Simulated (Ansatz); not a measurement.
# CdTe under changes of volume

One of the cells (32.922 Å³/atom); the others are scaled copies at fixed shape and fractional positions:

```
CELL_PARAMETERS angstrom
0.00000 3.20500 3.20500
3.20500 0.00000 3.20500
3.20500 3.20500 0.00000
ATOMIC_POSITIONS crystal
Te 0.75000 0.75000 0.75000
Cd 0.00000 0.00000 0.00000
```

- Program: Ansatz 0.2.0
- Functional: PBEsol
- Potentials or basis: all-electron LAPW, scalar-relativistic
- Cutoff: 280 eV (chosen from the basis error)
- Basis error allowed: 0.0005 eV/atom
- k mesh: 7 × 7 × 7
- Occupations: fermi-dirac, width 0.05 eV
- Spin: no spin polarisation

```tsv
volume (Å³/atom)	energy over the lowest point (meV/atom)	pressure (GPa)	gap on the mesh (eV)
30.947	47.46	5.2	0.94
31.605	28.85	3.9	0.88
32.263	?	?	?
32.922	6.29	1.7	0.76
33.580	1.33	0.8	0.70
34.239	0.00	-0.1	0.64
34.897	1.91	-0.8	0.59
```

Q: What does the run at 32.263 Å³/atom give?

A: Energy over the lowest point 15.30 meV/atom; pressure 2.7 GPa; gap on the mesh 0.82 eV.

Worked out: A Birch-Murnaghan fit of order 3 (a polynomial in V^(-2/3)) to the other rows has its minimum at 34.17 Å³/atom with B0 = V·E''(V) = 41 GPa and B' = 4.8. It gives 15.31 meV/atom at 32.263 Å³/atom, against the run's 15.30, and -dE/dV = 2.7 GPa, against 2.7. A straight line through the other rows of the gap, of slope -2.94 eV per unit of ln V (its deformation potential), gives 0.82 eV, against the run's 0.82.

Energies are extrapolated to zero smearing.

Caveats: spin-orbit coupling is left out, which moves the levels of the heavy elements.
